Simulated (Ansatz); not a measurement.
Born–Oppenheimer molecular dynamics of a periodic cell of 17 atoms, Si₁₆N (host Si, host structure diamond, interstitial N). It goes on from the last frame of an earlier run, with new velocities.

Computed with DFT PBEsol, scalar-relativistic, plane waves, PAW (Ansatz). Settings: accuracy low, PAW set soft_1, cutoff 420 eV, k mesh 2x2x2, fermi-dirac smearing 0.02 eV, spin collinear.

| Item | Value |
| --- | --- |
| ensemble | NVT, Langevin thermostat |
| time step | 1 fs |
| steps asked | 80 |
| set temperature | 2100 K |
| friction | 0.05 /fs |
| seed | 683377 |

Frames 5 fs apart, positions in Å, forces in eV/Å.

Velocities at 20 fs (Å/ps):

```
Si 9.53 2.41 -0.73
Si -0.03 -6.40 11.84
Si -15.17 12.80 -0.01
Si -0.80 3.02 -2.73
Si 2.49 -10.00 0.78
Si 11.30 -5.11 2.75
Si 6.15 1.66 -2.82
Si 2.45 12.93 10.75
Si 9.82 -8.82 10.00
Si -10.82 -0.18 -3.15
Si 10.99 -0.65 0.50
Si -5.87 9.74 13.48
Si -7.21 0.59 -3.02
Si -2.86 -2.83 -11.04
Si 9.42 8.53 -0.41
Si 5.67 0.09 -2.45
N 3.13 -21.52 1.46
```

```xyz
17
Lattice="0.0000 5.4300 5.4300 5.4300 0.0000 5.4300 5.4300 5.4300 0.0000" Properties=species:S:1:pos:R:3:forces:R:3 time_fs=20 energy_less_start_eV=0.325 T=1831
Si 0.177 0.084 0.248 0.76 1.34 -0.69
Si 1.732 1.433 1.752 -2.55 0.43 -0.60
Si 2.134 3.217 0.142 -0.98 0.64 0.35
Si 3.747 4.693 1.232 -1.00 -1.29 0.52
Si 3.461 0.160 2.099 0.96 0.37 2.02
Si 4.419 1.698 4.144 1.14 -1.02 -1.94
Si 5.426 3.239 2.104 0.66 -1.09 1.14
Si 7.009 4.469 3.406 0.37 -0.54 -0.19
Si -0.021 1.866 3.686 0.82 1.96 -2.29
Si 1.177 3.804 4.294 -0.30 0.18 0.88
Si 2.205 5.391 2.949 0.94 0.35 -0.59
Si 3.651 6.229 4.663 -1.63 0.57 0.30
Si 2.971 2.811 5.492 0.90 1.53 -0.58
Si 4.430 3.558 7.234 1.93 -1.04 -0.42
Si 5.602 5.263 5.117 1.48 -0.06 1.08
Si 7.144 6.936 6.637 -3.52 -1.39 0.89
N 5.917 3.977 6.240 0.04 -0.94 0.12
17
Lattice="0.0000 5.4300 5.4300 5.4300 0.0000 5.4300 5.4300 5.4300 0.0000" Properties=species:S:1:pos:R:3:forces:R:3 time_fs=25 energy_less_start_eV=0.224 T=1749
Si 0.200 0.100 0.236 0.43 0.94 -0.30
Si 1.734 1.409 1.779 -1.98 0.45 -0.69
Si 2.069 3.261 0.134 0.07 -0.19 0.39
Si 3.728 4.691 1.217 -0.49 -1.19 0.45
Si 3.475 0.106 2.102 0.83 0.86 1.92
Si 4.473 1.658 4.160 0.48 -0.42 -1.79
Si 5.458 3.241 2.095 0.65 -0.82 1.28
Si 7.043 4.538 3.449 0.17 -1.07 -0.84
Si 0.044 1.849 3.729 0.14 1.40 -2.30
Si 1.126 3.794 4.282 0.37 0.85 0.84
Si 2.252 5.399 2.963 0.60 0.19 -0.57
Si 3.622 6.274 4.689 -0.79 0.44 0.41
Si 2.954 2.834 5.486 1.17 1.07 -1.03
Si 4.450 3.532 7.200 1.74 -1.42 -0.03
Si 5.630 5.267 5.115 0.77 -0.64 2.04
Si 7.137 6.939 6.630 -3.34 -1.57 1.01
N 5.944 3.824 6.247 -0.82 1.12 -0.78
17
Lattice="0.0000 5.4300 5.4300 5.4300 0.0000 5.4300 5.4300 5.4300 0.0000" Properties=species:S:1:pos:R:3:forces:R:3 time_fs=30 energy_less_start_eV=0.480 T=1582
Si 0.191 0.077 0.226 0.26 0.81 -0.23
Si 1.706 1.375 1.733 -1.32 0.25 -0.52
Si 2.037 3.297 0.139 1.43 -0.85 -0.05
Si 3.718 4.678 1.229 -0.33 -1.08 0.48
Si 3.490 0.061 2.082 0.91 0.97 1.59
Si 4.528 1.635 4.156 -0.13 0.07 -1.58
Si 5.479 3.244 2.093 0.61 -0.73 1.45
Si 7.118 4.609 3.446 -0.16 -1.51 -0.88
Si 0.115 1.847 3.779 -0.83 0.08 -2.41
Si 1.067 3.761 4.266 1.44 2.29 0.81
Si 2.281 5.468 2.966 0.18 -0.53 -0.20
Si 3.608 6.292 4.710 0.04 0.41 0.61
Si 2.932 2.851 5.494 1.20 0.45 -1.19
Si 4.505 3.468 7.174 0.72 -1.18 0.56
Si 5.694 5.240 5.113 -0.17 -0.26 2.02
Si 7.104 6.933 6.653 -2.90 -1.20 0.58
N 5.935 3.687 6.221 -0.96 2.01 -1.03
17
Lattice="0.0000 5.4300 5.4300 5.4300 0.0000 5.4300 5.4300 5.4300 0.0000" Properties=species:S:1:pos:R:3:forces:R:3 time_fs=35 energy_less_start_eV=0.606 T=2094
Si 0.151 0.089 0.213 0.16 0.43 -0.37
Si 1.667 1.343 1.696 -0.97 0.16 -0.38
Si 1.998 3.327 0.174 2.92 -1.62 -0.62
Si 3.694 4.633 1.231 0.09 -0.77 0.62
Si 3.485 0.040 2.075 1.09 0.79 1.29
Si 4.564 1.630 4.124 -0.53 0.43 -1.41
Si 5.479 3.250 2.131 0.52 -0.84 1.44
Si 7.171 4.659 3.464 -0.27 -1.68 -0.91
Si 0.148 1.830 3.796 -1.29 -0.70 -2.59
Si 1.044 3.715 4.275 1.89 3.61 0.74
Si 2.309 5.536 2.931 0.12 -1.07 0.55
Si 3.619 6.343 4.740 0.19 0.17 0.44
Si 2.918 2.870 5.483 1.14 -0.25 -0.76
Si 4.566 3.415 7.168 -0.57 -0.89 1.11
Si 5.759 5.214 5.130 -1.03 0.49 1.78
Si 7.046 6.912 6.653 -2.30 -0.40 0.03
N 5.910 3.657 6.177 -1.17 2.16 -0.95
17
Lattice="0.0000 5.4300 5.4300 5.4300 0.0000 5.4300 5.4300 5.4300 0.0000" Properties=species:S:1:pos:R:3:forces:R:3 time_fs=40 energy_less_start_eV=0.897 T=2162
Si 0.116 0.119 0.163 0.03 -0.17 -0.10
Si 1.647 1.300 1.657 -0.64 0.17 -0.39
Si 1.955 3.371 0.199 4.37 -2.68 -1.08
Si 3.662 4.577 1.224 0.87 -0.21 0.83
Si 3.488 -0.007 2.072 1.19 0.87 0.99
Si 4.599 1.644 4.097 -0.90 0.67 -1.43
Si 5.472 3.237 2.205 0.45 -0.81 1.13
Si 7.235 4.686 3.478 -0.68 -1.77 -0.63
Si 0.164 1.811 3.780 -1.52 -1.36 -2.80
Si 1.022 3.656 4.312 2.05 4.69 0.60
Si 2.313 5.590 2.892 0.36 -1.34 1.17
Si 3.650 6.397 4.778 -0.12 -0.15 0.02
Si 2.890 2.852 5.461 1.45 -0.54 -0.27
Si 4.618 3.358 7.181 -1.18 -0.67 1.07
Si 5.817 5.203 5.152 -1.70 1.42 1.08
Si 6.973 6.881 6.623 -1.87 0.18 -0.01
N 5.879 3.689 6.114 -2.18 1.70 -0.19
17
Lattice="0.0000 5.4300 5.4300 5.4300 0.0000 5.4300 5.4300 5.4300 0.0000" Properties=species:S:1:pos:R:3:forces:R:3 time_fs=45 energy_less_start_eV=0.879 T=2189
Si 0.086 0.152 0.110 -0.01 -0.49 0.12
Si 1.628 1.286 1.648 -0.47 0.27 -0.48
Si 1.977 3.413 0.215 2.30 -2.93 -0.78
Si 3.642 4.548 1.241 1.83 0.16 1.03
Si 3.499 -0.061 2.112 1.36 1.33 0.45
Si 4.615 1.679 4.040 -1.16 0.45 -1.01
Si 5.461 3.203 2.296 0.42 -0.38 0.54
Si 7.325 4.656 3.468 -1.83 -1.95 0.68
Si 0.179 1.778 3.742 -1.59 -1.53 -2.88
Si 1.006 3.603 4.363 1.66 5.15 0.42
Si 2.329 5.623 2.860 0.21 -1.15 1.38
Si 3.643 6.451 4.794 -0.17 -0.17 -0.34
Si 2.848 2.832 5.457 2.16 -0.50 -0.13
Si 4.662 3.303 7.202 -1.09 -0.34 0.50
Si 5.820 5.223 5.183 -1.41 2.51 -0.52
Si 6.912 6.887 6.586 -1.63 0.09 0.54
N 5.806 3.761 6.018 -0.58 -0.51 0.49
17
Lattice="0.0000 5.4300 5.4300 5.4300 0.0000 5.4300 5.4300 5.4300 0.0000" Properties=species:S:1:pos:R:3:forces:R:3 time_fs=50 energy_less_start_eV=0.659 T=2408
Si 0.056 0.174 0.044 0.09 -0.46 0.52
Si 1.602 1.307 1.615 -0.29 -0.14 -0.41
Si 2.000 3.401 0.235 0.40 -2.15 -0.70
Si 3.671 4.517 1.289 1.76 0.34 0.66
Si 3.513 -0.117 2.157 1.52 1.71 -0.12
Si 4.631 1.725 3.975 -1.54 -0.25 -0.25
Si 5.430 3.198 2.362 0.98 0.07 -0.19
Si 7.380 4.635 3.496 -2.68 -1.89 1.51
Si 0.153 1.774 3.721 -1.05 -0.69 -2.48
Si 1.036 3.619 4.410 1.04 4.14 -0.18
Si 2.334 5.638 2.820 0.23 -1.02 1.72
Si 3.621 6.493 4.828 -0.38 -0.09 -0.58
Si 2.852 2.796 5.464 2.40 -0.47 -0.05
Si 4.703 3.223 7.227 -1.02 0.29 -0.31
Si 5.772 5.284 5.227 -0.85 2.89 -1.33
Si 6.860 6.905 6.569 -1.50 0.29 0.91
N 5.721 3.813 5.934 0.90 -2.57 1.30
17
Lattice="0.0000 5.4300 5.4300 5.4300 0.0000 5.4300 5.4300 5.4300 0.0000" Properties=species:S:1:pos:R:3:forces:R:3 time_fs=55 energy_less_start_eV=0.522 T=2965
Si 0.013 0.171 -0.038 0.37 -0.43 1.26
Si 1.562 1.331 1.606 -0.19 -0.75 -0.44
Si 2.013 3.359 0.257 -0.21 -1.18 -0.63
Si 3.740 4.468 1.358 0.82 0.63 -0.20
Si 3.525 -0.173 2.201 1.23 1.74 -0.28
Si 4.642 1.738 3.919 -1.87 -0.56 0.11
Si 5.418 3.212 2.386 1.82 0.00 -0.31
Si 7.393 4.613 3.571 -2.54 -1.52 1.20
Si 0.105 1.804 3.701 -0.36 -0.26 -1.68
Si 1.093 3.655 4.441 0.63 3.16 -0.67
Si 2.338 5.617 2.810 0.33 -1.01 1.95
Si 3.601 6.538 4.871 -0.70 0.00 -0.67
Si 2.893 2.755 5.457 2.09 -0.81 0.39
Si 4.761 3.110 7.277 -1.04 1.39 -1.94
Si 5.695 5.369 5.258 -0.56 1.65 -0.99
Si 6.831 6.878 6.579 -0.97 1.06 0.82
N 5.668 3.828 5.840 1.15 -3.10 2.09
17
Lattice="0.0000 5.4300 5.4300 5.4300 0.0000 5.4300 5.4300 5.4300 0.0000" Properties=species:S:1:pos:R:3:forces:R:3 time_fs=60 energy_less_start_eV=0.617 T=2844
Si 0.030 0.157 -0.098 0.18 -0.27 1.63
Si 1.526 1.334 1.592 0.07 -1.14 -0.40
Si 2.072 3.308 0.268 -0.47 -0.56 -0.62
Si 3.806 4.443 1.428 0.42 0.74 -1.15
Si 3.537 -0.212 2.232 0.73 1.52 -0.12
Si 4.644 1.751 3.883 -1.94 -0.99 0.58
Si 5.448 3.213 2.408 2.29 0.00 -0.27
Si 7.364 4.581 3.645 -1.75 -0.98 0.33
Si 0.068 1.848 3.679 0.45 -0.23 -0.36
Si 1.192 3.701 4.453 0.23 2.29 -1.13
Si 2.347 5.588 2.775 0.38 -0.98 2.58
Si 3.583 6.600 4.885 -1.17 0.03 -0.71
Si 2.945 2.724 5.481 1.87 -1.05 0.70
Si 4.864 3.005 7.292 -1.54 2.20 -3.23
Si 5.609 5.456 5.298 -0.26 -0.81 -0.31
Si 6.814 6.859 6.611 -0.59 1.63 0.42
N 5.673 3.779 5.728 1.10 -1.40 2.05
17
Lattice="0.0000 5.4300 5.4300 5.4300 0.0000 5.4300 5.4300 5.4300 0.0000" Properties=species:S:1:pos:R:3:forces:R:3 time_fs=65 energy_less_start_eV=0.808 T=2357
Si 0.058 0.120 -0.159 -0.15 -0.03 2.11
Si 1.469 1.329 1.602 0.36 -1.47 -0.44
Si 2.121 3.231 0.282 -0.40 0.04 -0.48
Si 3.850 4.429 1.481 0.33 0.60 -1.77
Si 3.557 -0.226 2.238 0.13 1.22 0.25
Si 4.620 1.740 3.893 -1.55 -0.72 0.24
Si 5.505 3.212 2.423 1.99 -0.24 0.23
Si 7.338 4.559 3.729 -0.95 -0.58 -0.58
Si 0.027 1.886 3.648 1.07 -0.61 1.37
Si 1.272 3.758 4.424 0.48 1.26 -1.24
Si 2.378 5.574 2.778 0.08 -0.61 2.42
Si 3.551 6.648 4.885 -1.30 -0.04 -0.78
Si 3.000 2.692 5.521 1.26 -0.77 0.54
Si 4.921 2.929 7.297 -1.90 2.98 -4.51
Si 5.537 5.519 5.355 0.07 -2.23 -0.22
Si 6.789 6.892 6.631 -0.14 1.28 0.58
N 5.709 3.723 5.622 0.62 -0.06 2.30
17
Lattice="0.0000 5.4300 5.4300 5.4300 0.0000 5.4300 5.4300 5.4300 0.0000" Properties=species:S:1:pos:R:3:forces:R:3 time_fs=70 energy_less_start_eV=0.990 T=2128
Si 0.043 0.059 -0.188 -0.37 0.28 2.34
Si 1.440 1.323 1.619 0.43 -1.85 -0.29
Si 2.147 3.154 0.317 -0.39 0.66 -0.49
Si 3.831 4.410 1.531 1.14 -0.05 -2.37
Si 3.596 -0.230 2.235 -0.31 0.91 0.63
Si 4.555 1.709 3.931 -0.87 -0.29 -0.41
Si 5.549 3.199 2.433 1.23 -0.33 0.82
Si 7.295 4.562 3.762 -0.54 -0.39 -0.95
Si -0.040 1.911 3.651 1.88 -0.44 2.27
Si 1.370 3.834 4.389 0.36 0.22 -1.12
Si 2.419 5.538 2.789 -0.63 0.54 2.30
Si 3.522 6.699 4.854 -1.56 -0.37 -0.75
Si 3.051 2.677 5.569 0.88 -0.32 0.24
Si 4.959 2.873 7.291 -1.99 3.39 -5.25
Si 5.493 5.573 5.375 0.60 -2.74 0.12
Si 6.794 6.967 6.637 -0.18 0.17 0.79
N 5.757 3.681 5.637 0.34 0.62 2.12
17
Lattice="0.0000 5.4300 5.4300 5.4300 0.0000 5.4300 5.4300 5.4300 0.0000" Properties=species:S:1:pos:R:3:forces:R:3 time_fs=75 energy_less_start_eV=0.785 T=2166
Si 0.034 0.020 -0.208 -0.40 0.41 2.40
Si 1.443 1.311 1.636 0.13 -2.07 0.00
Si 2.180 3.102 0.366 -0.64 1.14 -0.56
Si 3.833 4.388 1.547 1.21 -0.01 -2.38
Si 3.617 -0.227 2.234 -0.47 0.83 0.86
Si 4.497 1.685 3.956 -0.16 -0.33 -1.14
Si 5.587 3.224 2.450 0.59 -0.33 1.35
Si 7.257 4.567 3.784 -0.32 -0.19 -0.98
Si -0.078 1.920 3.715 2.52 0.48 0.85
Si 1.477 3.901 4.392 0.13 -0.47 -0.84
Si 2.431 5.538 2.801 -0.67 1.14 1.90
Si 3.499 6.772 4.818 -1.75 -0.95 -0.56
Si 3.127 2.639 5.601 0.03 0.07 0.33
Si 4.969 2.891 7.269 -1.56 2.57 -3.82
Si 5.449 5.569 5.420 0.83 -2.29 0.38
Si 6.769 7.061 6.652 -0.01 -0.86 0.43
N 5.774 3.652 5.693 0.52 0.86 1.80
```

Of the whole run (80 fs, mean temperature of the second half 2385 K): The mean temperature of the second half is 14 % above the set value. A run of 0.08 ps of so small a system gives no equilibrium averages. Limits of this set-up: coarse k mesh, PAW files made for another functional, a small cell, in which the defect meets its images, low accuracy level.

Run time: 19 min on 1 thread of Arm Neoverse V2, with other jobs on the host, peak memory 0.65 GiB.
